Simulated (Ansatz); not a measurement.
The following input was run with Ansatz 0.2.0.

```yaml
crystal:
  lattice:
    - [4.5991874437, 0.0, 0.0]
    - [-2.2995937219, 3.9830131631, 0.0]
    - [0.0, 0.0, 11.63098254]
  atoms:
    - { symbol: Bi, position: [0.3333333333, 0.6666666667, 0.25] }
    - { symbol: Bi, position: [0.6666666667, 0.3333333333, 0.75] }
basis:
  ecutwfc: 420
kpoints:
  mp_grid: { grid: [9, 9, 4] }
hamiltonian:
  xc: pbesol
scf:
  occupations: { method: gaussian, width: 0.1 }
output:
  forces: true
  stress: true
  eigenvalues: true
```

Launched with
```bash
ansatz run input.yaml --threads 1 --pin off --max-ram 1331MiB --backend cpu --events-out ev --progress --plain --runs-dir out
```

The calculation used DFT PBEsol, scalar-relativistic, plane waves, PAW (Ansatz).

Part of what the program printed, abridged (final results; tables in files aren't shown):

```
SCF 1 converged in 7 iterations: F = -24478.615077 eV  dr2 = 5.58e-9
SCF converged after 7 iterations
Free energy (F): -24478.615077 eV
Harris-Foulkes:  -24478.615077 eV  (|F-HF|=3.71e-9)
Internal energy: -24478.577460 eV  (E = F + TS)
E sigma→0 (E₀):  -24478.596269 eV
Entropy (-TS):   -0.037617 eV (-18.809 meV/atom)
Fermi energy:    -0.064415 eV
--- Per-component energies (eV) ---
  E_band       = -501.482108
  E_kinetic    = 595.699608
  E_local      = -4621.879808  (includes V_loc(G=0)·N_el)
  E_nonlocal   = 1123.330562
  E_hartree    = 1626.535838
  E_xc         = -291.907700
  E_vxc        = -276.672664  (∫ρ·V_xc dr)
  E_paw        = -21019.031709  (= ΣΔE_a)
  E_vpaw       = -575.034094  (= ΣTr[D̂ρ^β])
  E_aug_tail   = -0.000924  (compensation charges beyond the density's cutoff)
  E_ewald      = -1891.502831
  E_core_change = 0.179504  (= ΣΔE_core)
  E_smearing   = -0.037617  (= −TS)
--- Forces (eV/Å), atoms counted from 1 ---
  atom   1  Bi     0.00000000     0.00000000     0.00000000
  atom   2  Bi     0.00000000     0.00000000     0.00000000
--- Stress (GPa, compression-positive) ---
       -4.906001       0.000000       0.000000
        0.000000      -4.906001       0.000000
        0.000000       0.000000      -0.468638
  P = ⅓ Tr σ = -3.4269 GPa (-34.269 kbar)
--- Band table (eV; the first three rows and the last of 36) ---
  k-point 0: bands = ["-22.8515", "-22.8515", "-22.8499", "-22.8499", "-22.8499", "-22.8499", "-22.8493", "-22.8493", "-22.8493", "-22.8493", "-10.3664", "-10.3542", "-0.8874", "-0.3390", "1.2502", "1.2502", "1.2646", "1.2646", "2.9209"]
  k-point 1: bands = ["-22.8515", "-22.8515", "-22.8499", "-22.8499", "-22.8499", "-22.8499", "-22.8493", "-22.8493", "-22.8493", "-22.8493", "-10.3646", "-10.3560", "-0.8214", "-0.4384", "1.2523", "1.2523", "1.2625", "1.2625", "3.1393"]
  k-point 2: bands = ["-22.8515", "-22.8515", "-22.8499", "-22.8499", "-22.8499", "-22.8499", "-22.8493", "-22.8493", "-22.8493", "-22.8493", "-10.3603", "-10.3603", "-0.6457", "-0.6457", "1.2574", "1.2574", "1.2574", "1.2574", "3.6596"]
  k-point 35: bands = ["-22.8507", "-22.8507", "-22.8507", "-22.8507", "-22.8479", "-22.8479", "-22.8464", "-22.8464", "-22.8464", "-22.8464", "-10.0304", "-10.0304", "-0.7636", "-0.7636", "-0.7566", "-0.7566", "0.1665", "0.1665", "5.3827"]
```

The run converged.

Spin–orbit coupling is left out, which can shift energies with elements as heavy as these. The cell holds layers, and where no dispersion correction was added their binding is poorly described.